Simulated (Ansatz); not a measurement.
Zincblende MgTe, 2 atoms and 26 valence electrons in a cell of about 68 Å³, was run 9 times in Ansatz 0.2.0, each time on 2 threads of Arm Neoverse V2 (shared host).

```csv
run,k mesh,irreducible k,cutoff (eV),plane waves,bands,SCF iterations,wall time,peak host memory (GiB)
"relaxation, PBE",6×6×6,16,420,1363,17,27,4.1 s,0.33
"relaxation, r2SCAN",6×6×6,16,500,1687,17,19,7.6 s,0.51
"bands, PBE",8×8×8,29,420,1363,17,6,2.9 s,0.33
"single point, r2SCAN",8×8×8,29,500,1687,17,6,4.5 s,0.52
"single point, HSE06",6×6×6,16,420,1363,17,11,52 s,1.7
"single point, PBE+SOC",8×8×8,29,420,1363,34,7,9.4 s,0.49
"field response, r2SCAN",6×6×6,46,500,1687,17,10,50 s,1
"G0W0, PBE, 201 empty bands, 120 eV",4×4×4,8,420,1363,17,6,32 s,0.54
"single point, PBE0",6×6×6,16,420,1363,17,11,54 s,1.7
```

The slowest run (single point, PBE0) took about 19 times as long as the quickest (bands, PBE).

Only the levels marked +SOC include spin-orbit coupling.
